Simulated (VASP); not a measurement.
A run of VASP 6.6.1 is set up as follows.

File INCAR:

```
SYSTEM = CdSe
PREC     = Accurate       ! precision mode
ENCUT    = 520            ! plane-wave cutoff, eV
EDIFF    = 1E-6           ! SCF threshold, eV
ISMEAR   = 0              ! smearing method
SIGMA    = 0.03           ! smearing width, eV
LREAL    = .False.        ! projectors in reciprocal space
LASPH    = .True.         ! aspherical terms in the spheres
NELM     = 80             ! most SCF steps
ALGO     = Fast           ! electronic algorithm
ISIF     = 2              ! what is computed and relaxed
LWAVE    = .False.        ! write WAVECAR
LCHARG   = .False.        ! write CHGCAR
NBANDS   = 26             ! bands
KPAR     = 2
```

File KPOINTS:

```
Automatic mesh
0
Gamma
  9 9 4
  0 0 0
```

File POSCAR:

```
CdSe                                    
1.0
    4.3096852295      0.0000000000      0.0000000000
   -2.1548426148      3.7322968911      0.0000000000
    0.0000000000      0.0000000000      7.0351851828
  Cd              Se            
     2     2
Direct
     0.3333333332999970    0.6666666667000030    0.0046653508420675
     0.6666666667000030    0.3333333332999970    0.5046653508420675
     0.3333333332999970    0.6666666667000030    0.3803346491579305
     0.6666666667000030    0.3333333332999970    0.8803346491579305
```

Contents of KPOINTS_OPT:

```
explicit points
168
Reciprocal
 0.0000000000  0.0000000000  0.0000000000 1
 0.0555555556  0.0000000000  0.0000000000 1
 0.1111111111  0.0000000000  0.0000000000 1
 0.1666666667  0.0000000000  0.0000000000 1
 0.2222222222  0.0000000000  0.0000000000 1
 0.2777777778  0.0000000000  0.0000000000 1
[... 160 lines left out ...]
 0.5000000000  0.0000000000  0.0391043700 1
 0.5000000000  0.0000000000 -0.0391043700 1
```

Potentials or basis: VASP PAW LDA potentials, release 64 (Cd, Se).

Command:

```sh
$ cat potpaw_LDA.64/Cd/POTCAR potpaw_LDA.64/Se/POTCAR > POTCAR
$ mpirun -np 2 vasp_std > vasp.out
```

(1) What does it give for the band gap along the path?

(2) What does it give for the band gap on the k mesh?

(3) Predict the pressure.

Results:

(1) 0.41 eV, direct.

(2) 0.41 eV, direct.

(3) -1.8 GPa.

**Measured values to compare with.**

From a printed reference work, data compilation, for a bulk crystal of CdSe at 2 K: band gap 1.841 eV.

Against the measured gap of CdSe, 1.841 eV (2 K; a printed reference work, data compilation), the calculated 0.41 eV is off by -1.44 eV. So large a miss can be the level of theory's own, or it may mean another phase, state or a wrong row. Spin-orbit coupling on Cd, Se is left out. The value is that of LDA, without temperature or zero-point motion. Semilocal functionals fall short of measured gaps as a rule.
